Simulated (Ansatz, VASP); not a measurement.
# NaF: VASP beside Ansatz

File INCAR:

```
SYSTEM = NaF
PREC     = Accurate       ! precision mode
ENCUT    = 520            ! plane-wave cutoff, eV
EDIFF    = 1E-6           ! SCF threshold, eV
ISMEAR   = 0              ! smearing method
SIGMA    = 0.01           ! smearing width, eV
LREAL    = .FALSE.        ! projectors in reciprocal space
LASPH    = .TRUE.         ! aspherical terms in the spheres
NELM     = 60             ! most SCF steps
ALGO     = Fast           ! electronic algorithm
ISIF     = 2              ! what is computed and relaxed
LWAVE    = .FALSE.        ! write WAVECAR
LCHARG   = .FALSE.        ! write CHGCAR
GGA      = PE             ! functional
NBANDS   = 14             ! bands
```

Contents of KPOINTS:

```
Automatic mesh
0
G
  6 6 6
  0 0 0
```

POSCAR

```
NaF
1.0
    0.0000000000      2.5312613679      2.5312613679
    2.5312613679      0.0000000000      2.5312613679
    2.5312613679      2.5312613679      0.0000000000
Na F
1 1
Direct
    0.0000000000      0.0000000000      0.0000000000
    0.2500000000      0.2500000000      0.2500000000
```

Input for Ansatz:

```yaml
crystal:
  lattice:
    - [0.0, 2.5312613679, 2.5312613679]
    - [2.5312613679, 0.0, 2.5312613679]
    - [2.5312613679, 2.5312613679, 0.0]
  atoms:
    - { symbol: Na, position: [0.0, 0.0, 0.0] }
    - { symbol: F, position: [0.25, 0.25, 0.25] }
kpoints:
  mp_grid: { grid: [6, 6, 6] }
hamiltonian:
  xc: pbe
scf:
  occupations: { method: fixed }
  n_extra_bands: 4
output:
  forces: true
  stress: true
  eigenvalues: true
basis:
  xc_grid: 1
```

Alike in both runs: task single point; functional PBE; k mesh 6 × 6 × 6; no spin polarisation.

```csv
,VASP,Ansatz
version,VASP 6.6.1,Ansatz 0.2.0
potentials or method,"VASP PAW PBE potentials, release 64 (Na_pv, F)",plane waves
plane-wave cutoff (eV),520,420
occupations,"gaussian, width 0.01 eV",fixed
valence electrons in the cell,14,16
```

|  | VASP | Ansatz | Ansatz less VASP |
| --- | --- | --- | --- |
| gap on the k mesh at the Fermi level (eV) | 5.61 | 5.63 | +0.016 |
| pressure (GPa) | 2.0 | 2.0 | -0.03 |

The two sets of potentials don't hold the same shells in valence.

A hybrid or GW would open this gap; PBE tends to underestimate it.
